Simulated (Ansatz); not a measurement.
ZrO2, 3 atoms in the cell. Symmetry: Fm-3m, No. 225, cubic system. The conventional cell has a = 5.090 Å, b = 5.090 Å, c = 5.090 Å, α = 90.00°, β = 90.00°, γ = 90.00°. Zr (site symmetry m-3m) is surrounded by 8 O at 2.20 Å. Around O (site symmetry -43m) lie 4 Zr at 2.20 Å. Measurements of this composition are mostly on another form, of space group No. 14.

| Quantity | Value |
| --- | --- |
| Program | Ansatz 0.2.0 |
| Task | band structure |
| Functional | r2SCANh |
| Potentials or basis | Ansatz PAW |
| Cutoff | 500 eV (not typed: the program's choice for these potentials) |
| k mesh | 5 × 5 × 5 |
| Occupations | fermi-dirac, width 0.05 eV |
| Spin | no spin polarisation |
| Path | [["G", "X", "W", "K", "G", "L", "U", "W", "L", "K"], ["U", "X"]] |
| Points for each segment of the path | 4 |

Potentials or basis: Ansatz PAW.

Launch:

```sh
$ ansatz run input.yaml --threads 2 --pin off --max-ram 5632MiB --backend cpu --events-out ev --progress --plain --runs-dir out
```

Hardware: 2 threads of Arm Neoverse V1, with other jobs on the host.

**Question.** Estimate the wall time of this run.

**Answer.** It took 3.2 min on 2 threads of Arm Neoverse V1 (shared host), peak memory 0.93 GiB. Counts: scf iterations 10, plane waves 869, k points 10, bands 19.
